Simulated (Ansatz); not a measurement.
# How AlGa$_{3}$N$_{4}$ stores the work of compression

All numbers below come from Ansatz, DFT r2SCAN, scalar-relativistic, plane waves, PAW. Run with 500 eV cutoff, 6×8×4 k-mesh, Gaussian smearing of 0.02 eV, no spin polarisation.

Starting point, cell and atoms relaxed:

```
CELL_PARAMETERS angstrom
5.13892 0.00000 0.00002
0.00000 3.16341 0.00000
-0.00369 0.00000 5.47699
ATOMIC_POSITIONS crystal
Al 0.00058 0.50000 0.66730
Ga 0.49917 0.50000 0.33506
Ga 0.49925 0.00000 0.83146
Ga 0.99986 0.00000 0.16619
N 0.11941 0.50000 0.34060
N 0.11733 0.00000 0.82593
N 0.62024 0.00000 0.16619
N 0.63175 0.50000 0.66727
```

Cell and atoms were relaxed at each target pressure within the start's symmetry (Pm), at zero temperature; other phases can be more stable under pressure. H = E + PV with P the target; E is the free energy at the smearing used, whose derivative the pressure is, per atom and counted from zero pressure.

```
P (GPa) V (Å³/atom) E − E0 (meV) H − H0 (meV)
      0       11.130           0.0           0.0
      2       11.021           0.7         138.2
      5       10.868           4.0         343.2
     10       10.634          14.9         678.7
     20       10.236          51.9        1329.6
```

Question: Thermodynamics gives dH/dP = V along a relaxed path. Integrate V over P by the trapezoid rule and compare with the computed enthalpies.

Answer: With 1 eV/Å³ = 160.22 GPa, each step adds the mean volume times ΔP / 160.22:
```tsv
P (GPa)	∫V dP (meV)	H − H0 (meV)	difference (meV)
2	138.3	138.2	0.0
5	343.2	343.2	0.0
10	678.7	678.7	0.0
20	1330.0	1329.6	0.3
```

V(P) curves upward, so the trapezoid rule runs high; integrating a smooth curve through the same points puts that excess at about 0.5 meV at 20 GPa, against the 0.3 meV found.

Question: At 20 GPa, how much of the enthalpy change is stored energy and how much is the PV term?

Answer: E rises by 52 meV/atom and PV is 20 × 10.236 / 160.22 = 1278 meV/atom, so PV makes 96 % of ΔH. So between rival structures at high pressure a small difference in volume can outweigh the difference in energy: 1 % of this volume is worth 12.8 meV/atom at this pressure.

Question: What bulk modulus do the lowest pressures give?

Answer: From the pressures that the runs reached, -1.99 GPa (11.243 Å³) and 2.01 GPa (11.021 Å³), B = −ΔP/Δln V = 4.00 / 0.0200 = 201 GPa, a mean over that range.

Question: The gap is 2.813 eV at -1.99 GPa and 2.958 eV at 2.01 GPa. What pressure coefficient and volume deformation potential follow?

Answer: dE_g/dP = 36.3 meV/GPa, and a_V = dE_g/d ln V = −B dE_g/dP = -7.29 eV. A gap that opens under pressure, with a_V of several eV below zero, is what an s-like antibonding conduction edge gives, since compression pushes it up. If the edges move to other points of the zone within the range, this is a mean of two slopes. Gaps are generalised Kohn–Sham gaps over the whole zone.